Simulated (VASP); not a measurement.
# In (P6_3/mmc) in VASP: notebook

Runs on In. Level: PBE. Tasks: single point.

All numbers are computed with VASP 6.6.1; they aren't measurements. Logs are shortened: lines on timing, memory, paths and dates and some standing lists are left out, and cuts for length are marked.

## (1) The structure

The structure is hexagonal, space group P6_3/mmc (No. 194). The conventional cell has a = 3.335 Å, b = 3.335 Å, c = 5.509 Å, α = 90.00°, β = 90.00°, γ = 120.00°. In (site symmetry -6m2) has 12 In at 3.34 to 3.36 Å as nearest neighbours.

This isn't the form of In at room conditions, which is tetragonal.

## (2) Single point, PBE

INCAR reads:

```
  PREC = Accurate
  ENCUT = 400
  EDIFF = 1E-6
  ISMEAR = 1
  SIGMA = 0.02
  LREAL = False
  LASPH = True
  NELM = 100
  ALGO = Normal
  ISIF = 2
  LWAVE = False
  LCHARG = False
  GGA = PE
  NBANDS = 20
  ADDGRID = False
```

KPOINTS reads:

```
regular mesh
0
Gamma
  8 8 4
```

POSCAR reads:

```
In
1.0
    3.3354847820      0.0000000000      0.0000000000
   -1.6677423910      2.8886145552      0.0000000000
    0.0000000000      0.0000000000      5.5091429200
In
2
Direct
    0.6666666667      0.3333333333      0.7500000000
    0.3333333333      0.6666666667      0.2500000000
```

Potentials or basis: VASP PAW PBE potentials, release 64 (In_d).

Run with:

```
$ cat potpaw_PBE.64/In_d/POTCAR > POTCAR
$ mpirun -np 1 vasp_std > vasp.out
```

OUTCAR:

```text
PREC = Accurate
   ENCUT = 400
   EDIFF = 1E-6
   ISMEAR = 1
   LREAL = False
   LASPH = True
   NELM = 100
   ISIF = 2
   GGA = PE

 Found     30 irreducible k-points:

 Following reciprocal coordinates:
            Coordinates               Weight
  0.000000  0.000000  0.000000      1.000000
  0.125000  0.000000  0.000000      6.000000
  0.250000  0.000000  0.000000      6.000000
  0.375000  0.000000  0.000000      6.000000
  0.500000  0.000000  0.000000      3.000000
  0.125000  0.125000  0.000000      6.000000
   k-points           NKPTS =     30   k-points in BZ     NKDIM =     30   number of bands    NBANDS=     20
   number of dos      NEDOS =    301   number of ions     NIONS =      2
   total plane-waves  NPLWV =  20736
   dimension x,y,z NGX =    24 NGY =   24 NGZ =   36
   dimension x,y,z NGXF=    48 NGYF=   48 NGZF=   72
   ions per type =               2
   NGX,Y,Z   is equivalent  to a cutoff of  11.96, 11.96, 10.86 a.u.
   NGXF,Y,Z  is equivalent  to a cutoff of  23.92, 23.92, 21.73 a.u.
 SYSTEM =  unknown system
   PREC   = accura    normal or accurate (medium, high low for compatibility)
   ISTART =      0    job   : 0-new  1-cont  2-samecut
   ICHARG =      2    charge: 1-file 2-atom 10-const
   ISPIN  =      1    spin polarized calculation?
   LNONCOLLINEAR =      F non collinear calculations
   LSORBIT =      F    spin-orbit coupling
   LASPH  =      T    aspherical Exc in radial PAW
   ENCUT  =  400.0 eV  29.40 Ry    5.42 a.u.   5.44  5.44  8.98*2*pi/ulx,y,z
   NELM   =    100;   NELMIN=  2; NELMDL= -5     # of ELM steps
   EDIFF  = 0.1E-05   stopping-criterion for ELM
[... 12 lines left out ...]
   EMIN   =  10.00;   EMAX   =-10.00  energy-range for DOS
   EFERMI =   0.00;   METHOD = LEGACY
   ISMEAR =     1;   SIGMA  =   0.02  broadening in eV -4-tet -1-fermi 0-gaus
   EFERMI_NEDOS =   21; number of points for ismear=-14 and -15
   IALGO  =     38    algorithm
   IMIX   =      4    mixing-type and parameters
     AMIX     =   0.40;   BMIX     =  1.00
     AMIX_MAG =   1.60;   BMIX_MAG =  1.00
  volume/ion in A,a.u.               =      26.54       179.10
  Fermi-wavevector in a.u.,A,eV,Ry     =   1.290491  2.438675 22.658704  1.665368
  Thomas-Fermi vector in A             =   2.422320
   LORBIT       =      0    0 simple, 1 ext, 2 COOP (PROOUT), +10 PAW based schemes
   GGA     = PE    functional components
   LHFCALC =     F    Hartree Fock is set to
   AEXX    =    0.0000 exact exchange contribution
   IVDW    =     0    specifies the selected vdW correction
   LEPSILON=     F    determine dielectric tensor
   LRPA    =     F    only Hartree local field effects (RPA)
 non-spin polarized calculation
 Methfessel and Paxton  Order N= 1 SIGMA  =   0.02
  energy-cutoff  :      400.00
  volume of cell :       53.08
 maximum number of plane-waves:       990
 NGX is ok and might be reduce to    24
   NGX = 11   NGY = 11   NGZ = 17

 number of electron      25.9999991 magnetization

 Free energy of the ion-electron system (eV)
  ---------------------------------------------------
  ext. energy  EPLUGINS =         0.00000000
  ---------------------------------------------------
  free energy    TOTEN  =        -5.00351458 eV

  energy without entropy =       -5.00304828  energy(sigma->0) =       -5.00335915

 E-fermi :   7.4741     XC(G=0): -10.1856

 val. band max:        7.4702547909   @ k =   0.5000   0.0000   0.0000
 cond. band min:       7.4801251604   @ k =   0.1250   0.1250   0.2500
 fundamental gap:      0.0098703695
 Fermi energy:         7.4740877175

 k-point     1 :       0.0000    0.0000    0.0000
  band No.  band energies     occupation
      1      -7.3228      2.00000
      2      -7.2695      2.00000
      3      -7.2265      2.00000
      4      -7.2265      2.00000
      5      -7.2000      2.00000
      6      -7.2000      2.00000
[... 12 lines left out ...]
     19      18.2564      0.00000
     20      18.7338      0.00000

 k-point     2 :       0.1250    0.0000    0.0000
  band No.  band energies     occupation
      1      -7.3131      2.00000
      2      -7.2662      2.00000
      3      -7.2137      2.00000
      4      -7.1897      2.00000
      5      -7.1840      2.00000
      6      -7.1651      2.00000
[... 12 lines left out ...]
     19      18.1397      0.00000
     20      19.2236      0.00000

 k-point     3 :       0.2500    0.0000    0.0000
  band No.  band energies     occupation
      1      -7.3621      2.00000
      2      -7.2412      2.00000
      3      -7.2315      2.00000
      4      -7.1977      2.00000
      5      -7.1934      2.00000
      6      -7.1012      2.00000
[... 12 lines left out ...]
     19      17.1179      0.00000
     20      18.6305      0.00000

 k-point     4 :       0.3750    0.0000    0.0000
  band No.  band energies     occupation
      1      -7.4188      2.00000
      2      -7.3074      2.00000
      3      -7.2716      2.00000
      4      -7.2256      2.00000
      5      -7.1339      2.00000
      6      -7.1135      2.00000
[... 12 lines left out ...]
     19      16.0682      0.00000
     20      17.8343      0.00000

 k-point     5 :       0.5000    0.0000    0.0000
  band No.  band energies     occupation
      1      -7.4421      2.00000
      2      -7.3403      2.00000
      3      -7.2861      2.00000
      4      -7.2383      2.00000
      5      -7.1317      2.00000
      6      -7.1080      2.00000
[... 12 lines left out ...]
     19      15.6833      0.00000
     20      17.5364      0.00000

 k-point     6 :       0.1250    0.1250    0.0000
  band No.  band energies     occupation
      1      -7.2961      2.00000
      2      -7.2887      2.00000
      3      -7.2030      2.00000
      4      -7.1925      2.00000
      5      -7.1842      2.00000
      6      -7.1741      2.00000
[... 12 lines left out ...]
     19      17.7580      0.00000
     20      18.1707      0.00000

 [... further k-points ...]

------------------------ aborting loop because EDIFF is reached ----------------------------------------

  FORCE on cell =-STRESS in cart. coord.  units (eV):
  Direction    XX          YY          ZZ          XY          YZ          ZX
  --------------------------------------------------------------------------------------
  -------------------------------------------------------------------------------------
  Total        0.5035214      0.5035214      0.6538355      0.0000000     -0.0000000      0.0000000
  in kB       15.1983309     15.1983309     19.7354240      0.0000000     -0.0000000      0.0000000
  external PRESSURE =      16.7106953 kB  Pullay stress =       0.0000000 kB

 VOLUME and BASIS-vectors are now :
 -----------------------------------------------------------------------------
  energy-cutoff  :      400.00
  volume of cell :       53.08
      direct lattice vectors                 reciprocal lattice vectors
     3.335484782  0.000000000  0.000000000     0.299806495  0.173093360  0.000000000
    -1.667742391  2.888614555  0.000000000     0.000000000  0.346186721  0.000000000
     0.000000000  0.000000000  5.509142920     0.000000000  0.000000000  0.181516438

 POSITION                                       TOTAL-FORCE (eV/Angst)
 -----------------------------------------------------------------------------------
      1.66774      0.96287      4.13186        -0.000000     -0.000000      0.000000
     -0.00000      1.92574      1.37729         0.000000      0.000000      0.000000
 -----------------------------------------------------------------------------------
    total drift:                                0.000000     -0.000000      0.000000

  FREE ENERGIE OF THE ION-ELECTRON SYSTEM (eV)
  ---------------------------------------------------
  free  energy   TOTEN  =        -5.0035145765 eV

  energy  without entropy=       -5.0030482842  energy(sigma->0) =       -5.00335915
```

Run time: 7 s. Hardware: 1 thread of Intel Xeon 6975P-C (Granite Rapids), shared host; peak memory 0.15 GiB.

These settings aren't checked as converged: the numbers below hold their error.

Results:

```
Free energy            : -5.0035 eV
Pressure               : 1.7 GPa
Band gap on the k mesh : none (metal or under the smearing width)
```

## (3) Single point, PBE

Edit INCAR of step 2 so:

```diff
@@ -1,2 +1,2 @@
-  PREC = Accurate
+  PREC = Low
   ENCUT = 400
@@ -4,3 +4,3 @@
   ISMEAR = 1
-  SIGMA = 0.02
+  SIGMA = 0.2
   LREAL = False
```

KPOINTS is that of step 2.

POSCAR is that of step 2.

Potentials or basis: VASP PAW PBE potentials, release 64 (In_d).

Run with:

```
$ cat potpaw_PBE.64/In_d/POTCAR > POTCAR
$ mpirun -np 1 vasp_std > vasp.out
```

Wall time 4.2 s (1 thread of Intel Xeon 6975P-C (Granite Rapids), shared host); peak memory 0.12 GiB.

These settings aren't checked as converged: the numbers below hold their error.

What came out:

* Free energy: -5.0123 eV
* Pressure: 1.7 GPa
* Band gap on the k mesh: none (metal or under the smearing width)

## (4) Single point, PBE

Edit INCAR of step 3 so:

```diff
@@ -1,2 +1,2 @@
-  PREC = Low
+  PREC = Normal
   ENCUT = 400
```

KPOINTS is that of step 3.

POSCAR is that of step 3.

Run with:

```
$ cat potpaw_PBE.64/In_d/POTCAR > POTCAR
$ mpirun -np 1 vasp_std > vasp.out
```

It took 4.4 s on 1 thread of Intel Xeon 6975P-C (Granite Rapids), shared host; peak memory 0.13 GiB.

These settings aren't checked as converged: the numbers below hold their error.

Results:

```yaml
Free_energy: -5.0100 eV
Pressure: 1.5 GPa
Band_gap_on_the_k_mesh: none (metal or under the smearing width)
```

## (5) Single point, PBE

Edit INCAR of step 4 so:

```diff
@@ -1,2 +1,2 @@
-  PREC = Normal
+  PREC = Accurate
   ENCUT = 400
@@ -5,3 +5,3 @@
   SIGMA = 0.2
-  LREAL = False
+  LREAL = Auto
   LASPH = True
```

KPOINTS is that of step 4.

POSCAR is that of step 4.

Run with:

```
$ cat potpaw_PBE.64/In_d/POTCAR > POTCAR
$ mpirun -np 1 vasp_std > vasp.out
```

It took 12 s on 1 thread of Intel Xeon 6975P-C (Granite Rapids), shared host; peak memory 0.16 GiB.

These settings aren't checked as converged: the numbers below hold their error.

What came out:

```yaml
Free_energy: -5.0100 eV
Pressure: 1.4 GPa
Band_gap_on_the_k_mesh: none (metal or under the smearing width)
```

## (6) Single point, PBE

Edit INCAR of step 5 so:

```diff
@@ -2,6 +2,6 @@
   ENCUT = 400
-  EDIFF = 1E-6
+  EDIFF = 0.01
   ISMEAR = 1
   SIGMA = 0.2
-  LREAL = Auto
+  LREAL = False
   LASPH = True
```

KPOINTS is that of step 5.

POSCAR is that of step 5.

Potentials or basis: VASP PAW PBE potentials, release 64 (In_d).

Run with:

```
$ cat potpaw_PBE.64/In_d/POTCAR > POTCAR
$ mpirun -np 1 vasp_std > vasp.out
```

It took 5.1 s on 1 thread of Intel Xeon 6975P-C (Granite Rapids), shared host; peak memory 0.16 GiB.

These settings aren't checked as converged: the numbers below hold their error.

Results:

```yaml
Free_energy: -5.0100 eV
Pressure: 4.5 GPa
Band_gap_on_the_k_mesh: none (metal or under the smearing width)
```
